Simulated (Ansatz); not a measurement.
**WSe2: from a trial structure to a relaxed crystal**

Level of theory: DFT PBE, scalar-relativistic, plane waves, PAW (Ansatz). Cutoff 420 eV, Γ-centred k mesh, Gaussian smearing, no spin polarisation in the final step.

The start is a random cell of WSe2 with space group Fmmm (No. 69), drawn with lower limits on the distances.

```
W Se
1.0
     0.00000    4.12633    4.67869
     4.10548    0.00000    4.67869
     4.10548    4.12633    0.00000
W Se
2 4
Direct
  0.82802 0.17198 0.17198
  0.17198 0.82802 0.82802
  0.75000 0.75000 0.75000
  0.25000 0.25000 0.25000
  0.66667 0.33333 0.66667
  0.33333 0.66667 0.33333
```

Cell and atoms relax at zero pressure; the relaxation can't lower the symmetry of the start. After a coarse first stage the cell is made exact in the group found at 0.06 Å.

Energies over the elements count from the elements' standard structures at the same level, with no empirical corrections.

Describe the relaxed structure.

It keeps Fmmm (No. 69). Conventional cell: a = 6.784 Å, b = 6.820 Å, c = 11.215 Å. W has 2 Se at 2.39 Å, 4 Se at 2.76 Å and 1 W at 2.90 Å; around Se on Wyckoff site f (2 atoms of the primitive cell) lie 4 W at 2.76 Å and 8 Se at 3.29–3.41 Å; Se on Wyckoff site g (2 atoms of the primitive cell) is coordinated by 2 W at 2.39 Å.

```
W Se
1.0
     0.00000    3.40996    5.60743
     3.39201    0.00000    5.60743
     3.39201    3.40996    0.00000
W Se
2 4
Direct
  0.87077 0.87077 0.12923
  0.12923 0.12923 0.87077
  0.75000 0.75000 0.75000
  0.25000 0.25000 0.25000
  0.72010 0.27990 0.27990
  0.27990 0.72010 0.72010
```

What are its volume, energy, density and gap?

The volume per atom is 21.62 Å³, the density is 8.75 g/cm³ and the energy over the elements is 0.15 eV/atom. The gap on the 8×8×8 mesh is 0 eV (a metal).

The final run used a 8×8×8 mesh on its 6-atom cell and 0.10 eV smearing. For metals, differences of a few meV/atom aren't resolved. Spin–orbit coupling is left out. A structure relaxed within its symmetry needn't be a true minimum. The steps took about 11 core-minutes in all.